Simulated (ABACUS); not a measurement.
NaCl:

```
CELL_PARAMETERS angstrom
0.00000 2.79406 2.79406
2.79406 0.00000 2.79406
2.79406 2.79406 0.00000
ATOMIC_POSITIONS crystal
Cl 0.50000 0.50000 0.50000
Na 0.00000 0.00000 0.00000
```

The cell is a database's computed one.

Base run:

```yaml
Program: ABACUS 3.10.1
Functional: TPSS
Potentials_or_basis: SG15 ONCV 1.2 PBE
Cutoff: 1401 eV
Density_cutoff: 5606 eV
Basis: plane waves
k_mesh: 5 × 5 × 5
Occupations: fermi-dirac, width 0.05 eV
Spin: no spin polarisation
```

Its results: band gap on the k mesh 5.57 eV, direct; pressure 1.4 GPa.

Q: The run is repeated on the same cell with these changes: functional from TPSS to rSCAN. What comes out?

A: Band gap on the k mesh 5.89 eV, direct; pressure 0.3 GPa.

Caveats: the potentials were made for another functional, which shifts forces and pressure; an odd mesh through Γ misses points on the zone boundary, where band edges often lie.

Not every run made on this cell is shown here.
